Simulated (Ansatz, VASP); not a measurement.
## Two plane-wave programs on InSe2

```
In Se
1.0
     4.76804    0.00000    0.00000
    -2.38402    4.12924    0.00000
     0.00000    0.00000    3.91767
In Se
1 2
Direct
  0.00000 0.00000 0.00000
  0.33333 0.66667 0.50000
  0.66667 0.33333 0.50000
```

Alike in both runs: functional PBE; k mesh 12 × 12 × 14; occupations gaussian, width 0.1 eV; no spin polarisation.

Ansatz relaxed the structure, and its values are those at the end. VASP's run is a single point on that final structure, the one shown.

```csv
,VASP,Ansatz
version,VASP 6.6.1,Ansatz 0.2.0
potentials or method,"VASP PAW PBE potentials, release 64 (In_d, Se)","scalar-relativistic, plane waves, PAW"
plane-wave cutoff (eV),520,420
valence electrons in the cell,25,45
```

|  | VASP | Ansatz | Ansatz less VASP |
| --- | --- | --- | --- |
| gap on the k mesh at the Fermi level (eV) | none | none | - |
| pressure (GPa) | 0.0 | 0.0 | -0.01 |

A gap of «none» marks a metal or a gap that the smearing closes. With one functional, cell and mesh, what is left measures potentials, basis and numerics. The two sets of potentials don't hold the same shells in valence.
